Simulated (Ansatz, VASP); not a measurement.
# One calculation of CoSi2, two programs

The input POSCAR:

```
CoSi2
1.0
    0.0000000000      2.6799218094      2.6799218094
    2.6799218094      0.0000000000      2.6799218094
    2.6799218094      2.6799218094      0.0000000000
Co Si
1 2
Direct
    0.0000000000      0.0000000000      0.0000000000
    0.2500000000      0.2500000000      0.2500000000
    0.7500000000      0.7500000000      0.7500000000
```

File INCAR.step1:

```
SYSTEM = CoSi2
PREC     = Accurate       ! precision mode
ENCUT    = 600            ! plane-wave cutoff, eV
ISMEAR   = 0              ! smearing method
SIGMA    = 0.1            ! smearing width, eV
LREAL    = .FALSE.        ! projectors in reciprocal space
LASPH    = .TRUE.         ! aspherical terms in the spheres
NELM     = 100            ! most SCF steps
GGA      = PE             ! functional
ALGO     = Normal         ! electronic algorithm
EDIFF    = 1E-4           ! SCF threshold, eV
LWAVE    = .TRUE.         ! write WAVECAR
LCHARG   = .FALSE.        ! write CHGCAR
```

The input INCAR.step2:

```
SYSTEM = CoSi2
PREC     = Accurate       ! precision mode
ENCUT    = 600            ! plane-wave cutoff, eV
EDIFF    = 1E-6           ! SCF threshold, eV
ISMEAR   = 0              ! smearing method
SIGMA    = 0.1            ! smearing width, eV
LREAL    = .FALSE.        ! projectors in reciprocal space
LASPH    = .TRUE.         ! aspherical terms in the spheres
NELM     = 100            ! most SCF steps
ALGO     = Normal         ! electronic algorithm
ISIF     = 3              ! what is computed and relaxed
LWAVE    = .FALSE.        ! write WAVECAR
LCHARG   = .FALSE.        ! write CHGCAR
METAGGA  = R2SCAN         ! meta-GGA
LMIXTAU  = .TRUE.       
IBRION   = 2              ! ionic algorithm
NSW      = 70             ! ionic steps
EDIFFG   = -0.005         ! ionic threshold
ISTART   = 1
```

The input KPOINTS:

```
regular mesh
0
G
  14 14 14
  0 0 0
```

Input for Ansatz:

```yaml
crystal:
  lattice:
    - [0.0, 2.6799218094, 2.6799218094]
    - [2.6799218094, 0.0, 2.6799218094]
    - [2.6799218094, 2.6799218094, 0.0]
  atoms:
    - { symbol: Co, position: [0.0, 0.0, 0.0] }
    - { symbol: Si, position: [0.25, 0.25, 0.25] }
    - { symbol: Si, position: [0.75, 0.75, 0.75] }
basis:
  ecutwfc: 500
kpoints:
  mp_grid: { grid: [14, 14, 14] }
hamiltonian:
  xc: r2scan
scf:
  occupations: { method: gaussian, width: 0.1 }
output:
  forces: true
  stress: true
  eigenvalues: true
relax:
  adjacent_minimum: "off"
  f_tol: 0.005
  max_steps: 50
  cell: { stress_tol: 0.05 }
```

Alike in both runs: task relaxation of cell and atoms; functional r2SCAN; k mesh 14 × 14 × 14; occupations gaussian, width 0.1 eV; no spin polarisation.

|  | VASP | Ansatz |
| --- | --- | --- |
| version | VASP 6.6.1 | Ansatz 0.2.0 |
| potentials or method | VASP PAW PBE potentials, release 64 (Co, Si) | scalar-relativistic, plane waves, PAW |
| plane-wave cutoff (eV) | 600 | 500 |
| valence electrons in the cell | 17 | 25 |

VASP gave:

| Property | Result |
| --- | --- |
| gap on the k mesh at the Fermi level, each at its own relaxed structure (eV) | none |
| relaxed volume (Å³/atom) | 12.50 |
| relaxed cell length with the largest relative difference (Å) | 3.757 |
| energy change over the relaxation (meV/atom) | -5 |

**Question.** Estimate Ansatz's values.

**Answer.** gap on the k mesh at the Fermi level, each at its own relaxed structure (eV): none; relaxed volume (Å³/atom): 12.51; relaxed cell length with the largest relative difference (Å): 3.758; energy change over the relaxation (meV/atom): -5.

A gap of «none» marks a metal or a gap that the smearing closes. The two sets of potentials don't hold the same shells in valence.

Caveats: the PAW data sets were made with another functional, which shifts forces and pressure a little (VASP). Spin polarisation is off, so any magnetic state and its effect on volume and gap are missing.
